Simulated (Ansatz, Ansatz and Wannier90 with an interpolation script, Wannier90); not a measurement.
# From a coarse GW mesh to bands everywhere: InP (F-43m), part 3 of 3

Wanted: quasiparticle gap and band widths of InP (F-43m) over the whole zone.

Ansatz 0.2.0; r2SCAN, Wannier functions and G0W0, plane waves, PAW. Known limits of the many-body steps: not at the basis limit; no spin-orbit coupling.

So far. Step 4 (Wannier functions by Wannier90 (In:5s In:5p P:3p) on …): Near the gap the model misses directly solved bands by 1.0 meV r.m.s. and by 5 meV at most in the window tested. This tests the starting bands, not the corrections carried with them. Step 5 (G0W0 at every point of the mesh: 8×8×8 mesh, 231 empty …): The gap on the mesh goes from 1.16 eV to 1.50 eV, a correction of +0.33 eV.

The database entry behind the starting cell differs from later determinations by our own check (0.1 to 0.3 % short, probably kX units), so it need not match the best structure at ambient conditions.

### 6. Interpolating the corrections

A script adds the corrections, carried to the Wannier functions and back, to the r2SCAN levels, along the path and on a 18×18×18 mesh.

* G0W0 gap over the zone: 1.497 eV
* valence top at: Γ
* conduction bottom at: Γ
* starting gap over the zone: 1.165 eV
* least direct G0W0 gap: 1.497 eV
* G0W0 gap on the mesh: 1.497 eV
* valence width, start: 5.880 eV
* valence width, G0W0: 5.884 eV
* gap by a rigid shift: 1.497 eV

Levels solved directly plus the interpolated quasiparticle correction. Limits: finite bands, cutoff and mesh; no spin-orbit coupling. The quasiparticle bands at the labelled points (eV, zero at the valence-band top of each set):

```csv
point,band 7,band 8,band 9,band 10
Γ,0.00,0.00,0.00,1.50
halfway,-3.40,-1.50,-1.50,3.20
X,-5.88,-2.47,-2.47,2.33
halfway,-5.84,-2.90,-2.36,2.66
U,-5.73,-3.47,-2.07,3.04
jump to K,-5.73,-3.47,-2.07,3.04
halfway,-3.89,-2.12,-0.62,3.73
Γ,0.00,0.00,0.00,1.50
halfway,-3.54,-0.60,-0.60,2.60
L,-5.86,-1.04,-1.04,2.28
halfway,-5.67,-2.83,-1.74,4.03
W,-5.72,-3.13,-3.06,5.04
halfway,-5.81,-2.81,-2.79,3.31
X,-5.88,-2.47,-2.47,2.33
```

The same for r2SCAN:

```
point  band 7  band 8  band 9  band 10
    Γ    0.00    0.00    0.00     1.16
    X   -5.88   -2.41   -2.41     2.01
    U   -5.72   -3.42   -2.01     2.64
    K   -5.72   -3.42   -2.01     2.64
    Γ    0.00    0.00    0.00     1.16
    L   -5.88   -1.01   -1.01     1.86
    W   -5.71   -3.06   -3.00     4.58
    X   -5.88   -2.41   -2.41     2.01
```

The first set of quasiparticle bands as a text plot (rows in eV):

```
    4.8 |                                                +++
    4.4 |                                              ++
    3.9 |                    ++++                     +     ++
    3.4 |   +++            ++    +                  ++
    3.0 |      ++       +++       ++               +          +
    2.5 |  +     +++++++            +     ++++++  +            ++
    2.1 | +                          +   +      ++
    1.6 |+                            +++
    1.2 |
    0.7 |
    0.3 |
   -0.2 |***                     **********
   -0.7 |   *                   *   **     ****
   -1.1 |  * **              ***  **     *     ******
   -1.6 |      *            *    *  *              * **
   -2.0 |   *   **       ***    *         *         *  *
   -2.5 |    **   *******      *  **                 *  *     ***
   -2.9 |              *     **  *         *          ** ******
   -3.4 |      *        *****               *           **
   -3.8 |                       *
   -4.3 |       *                            *
   -4.7 |        *             *              *
   -5.2 |         **        ***                *
   -5.7 |           ********                    *****************
         Γ           X  U|K            Γ         L        W     X
```

Minima of the lowest conduction band, from levels solved directly at the displaced points, plus the interpolated correction; masses are left empty at degenerate points, on flat bands and where the interpolated correction rules the curvature; G0W0 masses are rough. Conduction valleys, by row:

| point | k (reciprocal lattice) | valleys in the zone | G0W0 level above the valence top (eV) | r2SCAN level above the valence top (eV) | G0W0 principal masses (m_e) | r2SCAN principal masses (m_e) |
| --- | --- | --- | --- | --- | --- | --- |
| Γ | 0.000 0.000 0.000 | 1 | 1.497 | 1.165 | 0.086 0.086 0.086 | 0.083 0.083 0.083 |
| L | -0.500 0.000 0.000 | 4 | 2.281 | 1.859 | 0.146 0.146 1.794 | 0.147 0.147 2.061 |
| X | -0.500 -0.500 0.000 | 3 | 2.334 | 2.006 | 0.227 0.227 1.303 | 0.256 0.256 2.147 |

Second differences of levels solved directly at the displaced points, plus the interpolated correction, at the quasiparticle band edges; no spin-orbit coupling; left empty where the band is flat or the interpolated correction rules the curvature. Effective masses, by row:

```
 carrier  point  Cartesian direction  band  r2SCAN mass (m_e)  G0W0 mass (m_e)
    hole      Γ                  100     9              0.425            0.421
    hole      Γ                  100     8              0.425            0.421
    hole      Γ                  100     7              0.081            0.085
    hole      Γ                  010     9              0.425            0.421
    hole      Γ                  010     8              0.425            0.421
    hole      Γ                  010     7              0.081            0.085
    hole      Γ                  001     9              0.425            0.421
    hole      Γ                  001     8              0.425            0.421
    hole      Γ                  001     7              0.081            0.085
    hole      Γ                  110     9              2.514            2.536
    hole      Γ                  110     8              0.425            0.421
    hole      Γ                  110     7               0.07            0.073
    hole      Γ                  111     9              0.953            0.948
    hole      Γ                  111     8              0.953            0.948
    hole      Γ                  111     7              0.067            0.069
electron      Γ                  100    10              0.081            0.085
electron      Γ                  010    10              0.081            0.085
electron      Γ                  001    10              0.081            0.085
electron      Γ                  110    10              0.081            0.085
electron      Γ                  111    10              0.081            0.085
```

Wannier model on a dense mesh, Gaussian width 0.15 eV. Limits: finite bands, cutoff and mesh; no spin-orbit coupling. Density of states against energy, zero at the valence-band top of each set; read off at these points; values in states/eV/cell:

| energy (eV) | G0W0 | r2SCAN |
| --- | --- | --- |
| -6.500 | 0 | 0 |
| -6.250 | 3.2e-4 | 3.2e-4 |
| -6.000 | 0.101 | 0.101 |
| -5.750 | 1.76 | 1.74 |
| -5.600 | 2.36 | 2.37 |
| -5.500 | 1.84 | 1.85 |
| -5.250 | 0.936 | 0.928 |
| -5.000 | 0.653 | 0.641 |
| -4.750 | 0.481 | 0.471 |
| -4.500 | 0.396 | 0.399 |
| -4.250 | 0.325 | 0.315 |
| -4.000 | 0.264 | 0.277 |
| -3.750 | 0.250 | 0.226 |
| -3.500 | 0.679 | 0.486 |
| -3.250 | 1.28 | 1.20 |
| -3.000 | 1.28 | 1.31 |
| -2.750 | 1.29 | 1.25 |
| -2.500 | 1.65 | 1.53 |
| -2.250 | 1.71 | 1.68 |
| -2.200 | 1.78 | 1.70 |
| -2.000 | 1.56 | 1.67 |
| -1.750 | 1.63 | 1.66 |
| -1.500 | 1.49 | 1.56 |
| -1.250 | 1.50 | 1.54 |
| -1.000 | 1.21 | 1.30 |
| -0.750 | 0.763 | 0.825 |
| -0.500 | 0.522 | 0.555 |
| -0.250 | 0.311 | 0.330 |
| 0.000 | 0.0785 | 0.0820 |
| 0.250 | 0.00201 | 0.00207 |
| 0.500 | 0 | 0 |
| 0.750 | 0 | 0 |
| 1.000 | 0 | 3.9e-4 |
| 1.250 | 1.3e-4 | 0.00174 |
| 1.500 | 0.00134 | 0.0139 |
| 1.750 | 0.00797 | 0.0316 |
| 2.000 | 0.0136 | 0.219 |
| 2.250 | 0.0768 | 0.553 |
| 2.500 | 0.369 | 0.921 |
| 2.750 | 0.650 | 1.28 |
| 3.000 | 0.996 | 1.94 |
| 3.100 | 1.14 | 2.01 |
| 3.250 | 1.31 | 1.64 |
| 3.500 | 1.91 | 1.33 |
| 3.750 | 1.47 | 1.11 |
| 4.000 | 1.31 | 0.918 |
| 4.250 | 1.07 | 0.644 |

Corrections by starting level (eV, on the run's own energy scale, so only their differences matter):

```
start  correction
-5.88       −0.43
-5.50       −0.45
-4.13       −0.48
-3.06       −0.51
-2.62       −0.51
-2.04       −0.50
-1.50       −0.49
-1.06       −0.48
-0.63       −0.47
 0.00       −0.44
 0.00       −0.44
 1.86       −0.02
 2.56       −0.04
 2.92      −0.003
 3.54       +0.05
 3.91       −0.02
 4.75       +0.05
 5.43       −0.02
```

### 7. r2SCAN+SOC bands, for comparison

Spin-orbit coupling can split or shift the edges; a non-collinear run measures by how much.

This step: DFT, r2SCAN with spin-orbit coupling, plane waves, PAW.

input.yaml

```yaml
crystal:
  lattice:
    - [0.0, 2.9305, 2.9305]
    - [2.9305, 0.0, 2.9305]
    - [2.9305, 2.9305, 0.0]
  atoms:
    - { symbol: In, position: [0.0, 0.0, 0.0] }
    - { symbol: P, position: [0.75, 0.75, 0.75] }
kpoints:
  mp_grid: { grid: [8, 8, 8] }
  band_path:
    path:
      - [[0.0, 0.0, 0.0], [-0.5, -0.5, 0.0], [-0.375, -0.375, 0.25]]
      - [[-0.375, 0.0, 0.375], [0.0, 0.0, 0.0], [0.0, 0.0, 0.5], [-0.5, -0.25, 0.25], [-0.5, -0.5, 0.0]]
    npoints: 10
hamiltonian:
  xc: r2scan
scf:
  occupations: { method: fermi_dirac, width: 0.02 }
  n_extra_bands: 8
magnetization:
  noncollinear: true
  spin_orbit: true
output:
  eigenvalues: true
```

Run with:

```
> ansatz run input.yaml --threads 12 --pin off --max-ram 22118MiB --backend cpu --events-out ev --progress --plain --runs-dir out
```

Numbers of over 12 decimals in the logs are rounded to 6 here.

The program printed:

```text
[...]
non-collinear run that drives no moment, with spin-orbit: no starting moment large enough to seed its density (crystal.atoms[].spin), no starting occupations that ask for one, no magnetisation constraint and no magnetic field, so the semilocal B_xc is pinned to zero
Crystal: 2 atoms, lattice volume = 50.333 Å³
Basis set: ecut = 500 eV, 1243 PW (Γ), exchange–correlation on 128×128×128 points (64 copies of the dense FFT grid, shifted against one another)
Bands: 26, of which v1, the nominal top of the filled ones, is band 18 counted from 1 (17 counted from 0)
Symmetry: 24 space group operations + 24 with time reversal
[...]
k-points: 29 of 512 (time reversal used)
Projection manifold: j_resolved (fully-relativistic pseudo-atomic orbitals)
[...]
SCF iter   1: F=—  HF=-6361.964006 eV  |F-HF|=—  |Δ(HF+E_count)|=         —  Δρ=3.60e-2  dr2=8.14e-1  dr2_τ=4.47e-3  dr2_m=0.00e0 (ungated)  ethr=3.10e-3  |M|=0.00e0 ∫|m|=0.00e0 μB  |m|>n=0.0e0 m-floor=0.0e0 τ_xc=0.0e0  β_m=0.30  ⟨swp⟩=8.4  Hψ=4730  notcnv=0
[...]
SCF iter   7: F=-6361.872708 eV  HF=-6361.872708 eV  |F-HF|=2.10e-10  |Δ(HF+E_count)|=   9.46e-9  Δρ=2.11e-6  dr2=2.39e-9  dr2_τ=3.76e-11  dr2_m=0.00e0 (ungated)  ethr=1.80e-10  |M|=0.00e0 ∫|m|=0.00e0 μB  |m|>n=0.0e0 m-floor=0.0e0 τ_xc=0.0e0  ⟨swp⟩=1.0  Hψ=2050  notcnv=0
SCF 1 converged in 7 iterations: F = -6361.872708 eV  dr2 = 2.39e-9
[...]
SCF converged after 7 iterations
Magnetization: |M| = 0.0000 μB,  M = (+0.0000, +0.0000, +0.0000) μB
Absolute magnetization: 0.0000 μB (∫|m|)
  site 0: m = (+0.0000, +0.0000, +0.0000) μB, |m| = 0.0000 μB  (R = 1.05 Å)
  site 1: m = (+0.0000, +0.0000, +0.0000) μB, |m| = 0.0000 μB  (R = 1.05 Å)
Free energy (F): -6361.872708 eV
[...]
Internal energy: -6361.872708 eV  (E = F + TS)
E sigma→0 (E₀):  -6361.872708 eV
Fermi energy:    7.421833 eV
[...]
--- Band table (eV; the first three rows and the last of 29) ---
  k-point 0: bands = [... 14 lower, 6.8458, 6.8458, 6.8458, 6.8458, 7.9839, 7.9839, 10.9359, 10.9359, ... 4 higher]
  k-point 1: bands = [... 14 lower, 6.5865, 6.5865, 6.6539, 6.6653, 8.8585, 8.8585, 11.2285, 11.2285, ... 4 higher]
  k-point 2: bands = [... 14 lower, 6.1914, 6.1914, 6.2763, 6.2907, 8.9891, 8.9891, 11.8236, 11.8236, ... 4 higher]
  k-point 28: bands = [... 14 lower, 3.6823, 3.7552, 3.8158, 3.8764, 11.3915, 11.3933, 11.5923, 11.6185, ... 4 higher]
```

Run time: 4.5 s. Hardware: 12 threads of Arm Neoverse V2, shared host; peak memory 0.91 GiB.

This step gave:

| Item | Value |
| --- | --- |
| filled bands | 18 |
| gap | 1.138 eV |
| valence top at | Γ |
| conduction bottom at | Γ |
| least direct gap | 1.138 eV |

The gap stands −0.03 eV against r2SCAN.

Electronic bands along the path, in eV, zero at the top of the highest nominally filled band:

```csv
point,band 15,band 16,band 17,band 18,band 19,band 20,band 21,band 22
Γ,0.00,0.00,0.00,0.00,1.14,1.14,4.09,4.09
halfway,-1.54,-1.54,-1.45,-1.45,2.73,2.73,3.47,3.47
X,-2.49,-2.49,-2.40,-2.40,1.98,1.98,2.51,2.51
halfway,-2.92,-2.84,-2.34,-2.33,2.26,2.27,3.12,3.15
U,-3.49,-3.40,-2.05,-2.04,2.60,2.61,4.71,4.73
jump to K,-3.49,-3.40,-2.05,-2.04,2.60,2.61,4.71,4.73
halfway,-2.14,-2.05,-0.63,-0.61,3.20,3.20,4.92,5.11
Γ,0.00,0.00,0.00,0.00,1.14,1.14,4.09,4.09
halfway,-0.65,-0.65,-0.57,-0.56,2.14,2.14,4.98,4.98
L,-1.10,-1.10,-0.99,-0.99,1.83,1.83,5.03,5.03
halfway,-2.84,-2.75,-1.76,-1.68,3.49,3.52,4.42,4.50
W,-3.16,-3.09,-3.03,-2.97,4.55,4.55,4.75,4.77
halfway,-2.87,-2.79,-2.73,-2.71,2.89,2.95,3.38,3.39
X,-2.49,-2.49,-2.40,-2.40,1.98,1.98,2.51,2.51
```

### 8. What came out

| Item | Value |
| --- | --- |
| r2SCAN gap | 1.17 eV |
| G0W0 gap over the zone | 1.50 eV, direct |
| least direct G0W0 gap, in the model | 1.50 eV |
| with the spin-orbit change | 1.47 eV |
| GW settings | 8×8×8 mesh, 231 empty bands, screening to 160 eV |
| known limits | not at the basis limit; no spin-orbit coupling |

**Reading.** The Wannier model follows the r2SCAN bands to 1 meV r.m.s. near the gap. The G0W0 gap over the zone is 1.50 eV, direct, from Γ to Γ; on the mesh alone it is 1.50 eV, nearly the same. The valence width in the model goes from 5.88 eV to 5.88 eV. At the band edge the lightest electron mass is 0.081 m_e at the start and 0.085 m_e in G0W0; the G0W0 masses rest on corrections from the 8×8×8 mesh alone and are rough. r2SCAN+SOC gives a gap of 1.14 eV on the same path, a spin-orbit change of −0.03 eV that would bring the G0W0 gap to 1.47 eV. Bands and cutoff are finite, so the gap is not at the basis limit. The miss can reach some tenths of an eV and take either sign; the mesh is an error of its own. Beside the filled d shell of In, one-shot G0W0 from a semilocal start often leaves the gap short. Above the frozen window of the model the interpolated levels need not meet the computed ones, even at points of the mesh.

[Paths, hosts, dates, memory and timing lines, banners, echoed tables and standing remarks are left out of the program output.]

[Logs are printed without paths, hosts, clocks, repeated set-up lines and the standing remarks that a program may print on its own settings, such as how far it seeks lower states.]

[Runs of the session that timed out or met a known fault of the program may be left out.]

[Hosts, paths, dates, database ids (printed as entryN), source tags and the programs' standing remarks are cut or masked in the printed files.]
